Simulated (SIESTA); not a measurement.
SiNi3:

```xyz
4
Lattice="3.5420 0.0000 0.0000 0.0000 3.5420 0.0000 0.0000 0.0000 3.5420" Properties=species:S:1:pos:R:3 pbc="T T T"
Ni    1.7710    1.7710    0.0000
Ni    1.7710    0.0000    1.7710
Ni    0.0000    1.7710    1.7710
Si    0.0000    0.0000    0.0000
```

Base run:

```yaml
Program: SIESTA 5.4.2
Functional: PBEsol
Potentials_or_basis: PseudoDojo 0.4 standard (PBEsol files)
Basis: DZP (energy shift 0.003 Ry; two zetas on semicore shells)
Grid_cutoff: 800 Ry
Energy_shift: 0.003 Ry
k_mesh: 8 × 8 × 8
Occupations: fermi-dirac, width 0.05 eV
Spin: collinear spin, ferromagnetic start
Starting_moments: "[1.0, 1.0, 1.0, 0.0] μB"
```

Its results: band gap on the k mesh none (metal or under the smearing width); pressure -13.8 GPa; net moment 0.00 μB per cell.

Q: After a change of settings the same cell gave: band gap on the k mesh none (metal or under the smearing width); pressure -15.0 GPa; net moment 0.00 μB per cell. Which change was it?
A. basis from DZP (energy shift 0.003 Ry; two zetas on semicore shells) to DZ (energy shift 0.003 Ry; two zetas on semicore shells)
B. basis from DZP (energy shift 0.003 Ry; two zetas on semicore shells) to SZP (energy shift 0.003 Ry)
C. basis from DZP (energy shift 0.003 Ry; two zetas on semicore shells) to SZ (energy shift 0.003 Ry)
D. basis from DZP (energy shift 0.003 Ry; two zetas on semicore shells) to TZP (energy shift 0.003 Ry; two zetas on semicore shells)

A: D.

Caveats: short orbitals over semicore shells can move pressures by several GPa; the basis of atomic orbitals isn't converged, which shifts pressures, moduli and gaps.
